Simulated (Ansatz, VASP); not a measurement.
One calculation of HfC, two programs

File INCAR:

```
SYSTEM = HfC
  ALGO = Normal
  EDIFF = 1E-6
  ENCUT = 520
  GGA = PS
  ISIF = 2
  ISMEAR = 0
  LASPH = .TRUE.
  LCHARG = .FALSE.
  LREAL = .FALSE.
  LWAVE = .FALSE.
  NBANDS = 14
  NELM = 60
  PREC = Accurate
  SIGMA = 0.15
```

Contents of KPOINTS:

```
k-points
0
G
  18 18 18
  0 0 0
```

POSCAR

```
HfC
1.0
    0.0000000000      2.3250000000      2.3250000000
    2.3250000000      0.0000000000      2.3250000000
    2.3250000000      2.3250000000      0.0000000000
Hf C
1 1
Direct
    0.5000000000      0.5000000000      0.5000000000
    0.0000000000      0.0000000000      0.0000000000
```

Input for Ansatz:

```yaml
crystal:
  lattice:
    - [0.0, 2.325, 2.325]
    - [2.325, 0.0, 2.325]
    - [2.325, 2.325, 0.0]
  atoms:
    - { symbol: Hf, position: [0.5, 0.5, 0.5] }
    - { symbol: C, position: [0.0, 0.0, 0.0] }
basis:
  ecutwfc: 420
kpoints:
  mp_grid: { grid: [18, 18, 18] }
hamiltonian:
  xc: pbesol
scf:
  occupations: { method: gaussian, width: 0.15 }
output:
  forces: true
  stress: true
  eigenvalues: true
```

Alike in both runs: task single point; functional PBEsol; k mesh 18 × 18 × 18; occupations gaussian, width 0.15 eV; no spin polarisation.

```csv
,VASP,Ansatz
version,VASP 6.6.1,Ansatz 0.2.0
potentials or method,"VASP PAW PBE potentials, release 64 (Hf_pv, C)","scalar-relativistic, plane waves, PAW"
plane-wave cutoff (eV),520,420
valence electrons in the cell,14,30
```

Ansatz gave:

```
gap on the k mesh at the Fermi level (eV) : none
pressure (GPa)                            : -6.5
```

Task: What did VASP give for the same quantities?

Result: gap on the k mesh at the Fermi level (eV): none; pressure (GPa): -7.0.

A gap of «none» marks a metal or a gap that the smearing closes. With one functional, cell and mesh, what is left measures potentials, basis and numerics. The two sets of potentials don't hold the same shells in valence.

Caveats: the PAW data sets were made with another functional, which shifts forces and pressure a little (VASP). Spin-orbit coupling is left out, which matters for the levels of Hf.
